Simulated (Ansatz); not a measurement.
AlRu:

```
Ru Al
1.0
     2.99160    0.00000    0.00000
     0.00000    2.99160    0.00000
     0.00000    0.00000    2.99160
Ru Al
1 1
Direct
  0.50000 0.50000 0.50000
  0.00000 0.00000 0.00000
```

| Item | Value |
| --- | --- |
| Program | Ansatz 0.2.0 |
| Task | relaxation of cell and atoms |
| Functional | RPBE |
| Dispersion | D3(BJ) |
| Potentials or basis | Ansatz PAW |
| Cutoff | 420 eV (not typed: the program's choice for these potentials) |
| k mesh | 9 × 9 × 9 |
| Occupations | fermi-dirac, width 0.05 eV |
| Spin | no spin polarisation |

At the start: volume 13.39 Å³/atom.

Problem. Where does the relaxation end?

Solution. It ends after 6 steps and the volume is 11.80 Å³/atom (-11.8 %); space group Pm-3m (No. 221, to 0.05 Å).

Step by step:
```tsv
step	energy change (eV)	largest force (eV/Å)	volume (Å³)
1	0.0000	0.0000	26.77
2	-0.3067	0.0000	23.05
3	-0.3184	0.0000	23.72
4	-0.3190	0.0000	23.61
5	-0.3190	0.0000	23.60
6	-0.3172	0.0000	23.60
```

Final structure:
```yaml
crystal:
  lattice:
    - [2.86850, 0.00000, 0.00000]
    - [0.00000, 2.86850, 0.00000]
    - [0.00000, 0.00000, 2.86850]
  atoms:
    - { symbol: Ru, position: [0.50000, 0.50000, 0.50000] }
    - { symbol: Al, position: [0.00000, 0.00000, 0.00000] }
```

Caveat: the plane-wave basis is chosen anew once the cell has moved, so the energies of steps on either side of that aren't comparable; the volume moved by -12 % from the deposited cell, more than functionals usually miss; pairwise dispersion overbinds metals, which lowers pressure and volume; the PAW data sets come from PBE, with cores solved anew for the run's functional, which leaves a small shift of forces and pressure.
